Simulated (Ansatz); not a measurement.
Start from `CCCS` and change one atom or group to get `CC[CH2][AlH][F]`.

Ansatz, PBE0-D4/def2-TZVP geometries, multiplicity 1. Each molecule was computed in one conformer, which needn't be the lowest.

```json
{"property": "LUMO energy (ωB97M-V/def2-TZVPP) / eV", "`CCCS`": "2.28"}
{"property": "size of the dipole moment (ωB97M-V/def2-TZVPP) / D", "`CCCS`": "1.61"}
{"property": "HOMO–LUMO gap (ωB97M-V/def2-TZVPP) / eV", "`CCCS`": "11.29"}
{"property": "size of the dipole moment (B3LYP/def2-TZVPP) / D", "`CCCS`": "1.62"}
{"property": "LUMO energy (PBE0/def2-TZVPP) / eV", "`CCCS`": "0.60"}
{"property": "LUMO energy (PBE/def2-TZVPP) / eV", "`CCCS`": "-0.32"}
```

Problem. What does the change do to each property? (An estimate is asked.)

Solution. Computed: 
```csv
property,`CC[CH2][AlH][F]`,shift
LUMO energy (ωB97M-V/def2-TZVPP) / eV,0.68,-1.60
size of the dipole moment (ωB97M-V/def2-TZVPP) / D,1.84,0.23
HOMO–LUMO gap (ωB97M-V/def2-TZVPP) / eV,10.71,-0.58
size of the dipole moment (B3LYP/def2-TZVPP) / D,1.88,0.26
LUMO energy (PBE0/def2-TZVPP) / eV,-0.86,-1.46
LUMO energy (PBE/def2-TZVPP) / eV,-1.63,-1.31
```

With PBE0 the HOMO falls by 1.05 eV and the LUMO falls by 1.46 eV, so the gap narrows by about 0.41 eV. PBE moves the HOMO by -1.03 eV and ωB97M-V by -1.01 eV. Dipoles are sizes alone; their direction can turn.

B3LYP here is the variant with VWN-RPA as its local correlation; programs differ in this.

Positive LUMOs are unbound, so they and the gaps depend on the basis.
